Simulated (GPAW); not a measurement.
Crystal: GaN.

```
Ga N
1.0
     0.00000    2.25350    2.25350
     2.25350    0.00000    2.25350
     2.25350    2.25350    0.00000
Ga N
1 1
Direct
  0.00000 0.00000 0.00000
  0.25000 0.25000 0.25000
```

The cell is a database's computed one.

Base run:

```yaml
Program: GPAW 26.7.0
Functional: PBEint
Potentials_or_basis: PAW data sets generated in the run's folder for this functional
Cutoff: 800 eV
Basis: pw
k_mesh: 10 × 10 × 10
Occupations: fermi-dirac, width 0.05 eV
Spin: spin-orbit coupling, no magnetisation
```

Its results: band gap on the k mesh 1.78 eV, direct; pressure 9.0 GPa.

After a change of settings the same cell gave: band gap on the k mesh 1.84 eV, direct; pressure 12.2 GPa. Which change was it?
A. functional from PBEint to PBEsol; spin from spin-orbit coupling, no magnetisation to no spin polarisation
B. functional from PBEint to LDA; spin from spin-orbit coupling, no magnetisation to no spin polarisation
C. functional from PBEint to BP86

C.

Caveats: spin-orbit coupling was added after a scalar SCF, so levels and gaps hold it while energy, forces, pressure and moments don't; this program's spin-orbit splittings come out too wide for heavy elements.

Not every run made on this cell is shown here.
